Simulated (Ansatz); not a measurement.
## TiNi in Ansatz: the effect of functional

Crystal: TiNi.

```xyz
2
Lattice="2.7174 0.0000 0.0000 0.0000 2.7174 0.0000 0.0000 0.0000 3.5574" Properties=species:S:1:pos:R:3 pbc="T T T"
Ni    0.0000    0.0000    0.0000
Ti    1.3587    1.3587    1.7787
```

The cell comes from a database or a generator and needn't be the stable form of this composition.

The cell isn't the ideal one: volume scaled by 0.98.

Alike in all runs:

```yaml
Program: Ansatz 0.2.0
Task: single point
Potentials_or_basis: Ansatz PAW
k_mesh: 10 × 10 × 8
Occupations: fermi-dirac, width 0.05 eV
Spin: collinear spin, ferromagnetic start
Starting_moments: "[1.0, 1.0] μB"
```

```csv
functional,cutoff,pressure (GPa),moment (μB)
LDA,420 eV (not typed: the program's choice for these potentials),-9.0,0.00
PBEsol,420 eV (not typed: the program's choice for these potentials),-3.1,0.00
r2SCAN,500 eV (not typed: the program's choice for these potentials),?,?
```

Problem. What does the run with functional r2SCAN give?

Solution. Pressure 0.4 GPa; moment 0.47 μB.

Caveats: the PAW data sets come from PBE, with cores solved anew for the run's functional, which leaves a small shift of forces and pressure; the starting moments weren't kept (some runs); the magnetic or orbital state may not be the lowest (some runs).

Runs at the PBE level aren't shown here.
